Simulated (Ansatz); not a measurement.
input.yaml (Ansatz)

```yaml
crystal:
  lattice:
    - [0.0, 3.7213583837, 3.7213583837]
    - [3.7213583837, 0.0, 3.7213583837]
    - [3.7213583837, 3.7213583837, 0.0]
  atoms:
    - { symbol: Te, position: [0.125, 0.125, 0.125] }
    - { symbol: Te, position: [0.875, 0.875, 0.875] }
hamiltonian:
  xc: revpbe
  pseudopotentials:
    kind: paw
    azcp:
      Te: "pseudopotentials/Te.paw.azcp"
basis:
  ecutwfc: 420
  fft_grid_basis: typed
kpoints:
  mp_grid: { grid: [9, 9, 9], shift: [0, 0, 0] }
magnetization:
  spin_polarized: false
scf:
  occupations: { method: fermi_dirac, width: 0.1 }
  lower_state_search: "off"
output:
  stress: true
```

Output

```
Engine: ansatz 0.2.0, x86_64-unknown-linux-gnu
Pseudopotentials: kind: paw
Pseudopotential: Te, paw, valence charge 16, recommended cutoff 420 eV (normal) 
Functional definition: revPBE
  parameter kappa = 1.245
  parameter beta = 0.06672455060314922
  exchange = pbe_x(kappa = kappa, mu = beta*pi^2/3)
  correlation = pbe_c(beta = beta)
Crystal: 2 atoms, lattice volume = 103.071 Å³
Basis set: ecut = 420 eV, 1989 PW (Γ)
Bands: 20, of which v1, the nominal top of the filled ones, is band 16 counted from 1 (15 counted from 0)
Symmetry: 48 space group operations
Space group: Fd-3m (ITA 227), of the structure as read, at distance tolerance 4.7e-5 Å
k-points: 35 of 729
Non-local potential: Te, projectors of the file, l = 0: 2, l = 1: 2, l = 2: 2, l = 3: 2
PAW form: soft (Blöchl's): semilocal exchange-correlation on the pseudo side does not see the compensation charge
PAW frozen core: Te, regenerated for the run's functional, and the local potential with it (the file was generated under x = pbe(κ = 0.804, μ = 0.2195149727645171), c = pbe(β = 0.06672455060314922))
PAW one-centre angular grid: Te, 590 points (default); XC on 64 Gauss nodes
Initial density: superposition of atomic densities (neutral atoms: chi_scale 0, normalization atom), corrected by the library's trained network
Initial wavefunctions: pseudopotential atomic-orbital guess
Functional: x = revpbe(κ = 1.245, μ = 0.2195149727645171), c = pbe(β = 0.06672455060314922)
SCF iter   1: F=—  HF=-13971.767009 eV  |F-HF|=—  |Δ(HF+E_count)|=         —  Δρ=1.29e-3  dr2=1.20e-3  ethr=1.77e-3  ⟨swp⟩=6.7  Hψ=3534  notcnv=0
SCF iter   2: F=—  HF=-13971.768735 eV  |F-HF|=—  |Δ(HF+E_count)|=   1.73e-3  Δρ=7.98e-4  dr2=4.55e-4  ethr=3.75e-6  ⟨swp⟩=2.9  Hψ=1723  notcnv=0
SCF iter   3: F=—  HF=-13971.768342 eV  |F-HF|=—  |Δ(HF+E_count)|=   3.93e-4  Δρ=1.56e-4  dr2=3.98e-5  ethr=1.42e-6  ⟨swp⟩=2.0  Hψ=1272  notcnv=0
SCF iter   4: F=—  HF=-13971.768427 eV  |F-HF|=—  |Δ(HF+E_count)|=   8.52e-5  Δρ=5.45e-5  dr2=3.47e-6  ethr=1.24e-7  ⟨swp⟩=2.0  Hψ=1223  notcnv=0
SCF iter   5: F=—  HF=-13971.768427 eV  |F-HF|=—  |Δ(HF+E_count)|=   1.22e-7  Δρ=1.15e-5  dr2=1.44e-7  ethr=1.09e-8  ⟨swp⟩=2.0  Hψ=1273  notcnv=0
SCF iter   6: F=-13971.768427 eV  HF=-13971.768427 eV  |F-HF|=2.60e-9  |Δ(HF+E_count)|=   2.30e-8  Δρ=1.29e-6  dr2=1.08e-9  ethr=3.13e-10  ⟨swp⟩=5.0  Hψ=2329  notcnv=0
SCF 1 converged in 6 iterations: F = -13971.768427 eV  dr2 = 1.08e-9
SCF converged after 6 iterations
Free energy (F): -13971.768427 eV
Harris-Foulkes:  -13971.768427 eV  (|F-HF|=2.60e-9)
Internal energy: -13971.697875 eV  (E = F + TS)
E sigma→0 (E₀):  -13971.733151 eV
Entropy (-TS):   -0.070552 eV (-35.276 meV/atom)
Fermi energy:    4.252203 eV
--- Per-component energies (eV) ---
  E_band       = -669.863543
  E_kinetic    = 356.387355
  E_local      = -3468.117954  (includes V_loc(G=0)·N_el)
  E_nonlocal   = -622.687311
  E_hartree    = 2012.787572
  E_xc         = -246.086198
  E_vxc        = -204.012175  (∫ρ·V_xc dr)
  E_paw        = -9335.893790  (= ΣΔE_a)
  E_vpaw       = -757.007456  (= ΣTr[D̂ρ^β])
  E_aug_tail   = -0.000322  (compensation charges beyond the density's cutoff)
  E_ewald      = -2668.031586
  E_core_change = -0.055642  (= ΣΔE_core)
  E_smearing   = -0.070552  (= −TS)
  E_closure    = -0.000000  (closes the sum)
  Σ components = -13971.768427   (vs F -13971.768427, Δ=0.00e0)
--- Stress (GPa, compression-positive) ---
       -1.562277      -0.000000       0.000000
       -0.000000      -1.562277       0.000000
        0.000000       0.000000      -1.562277
  P = ⅓ Tr σ = -1.5623 GPa (-15.623 kbar)
```
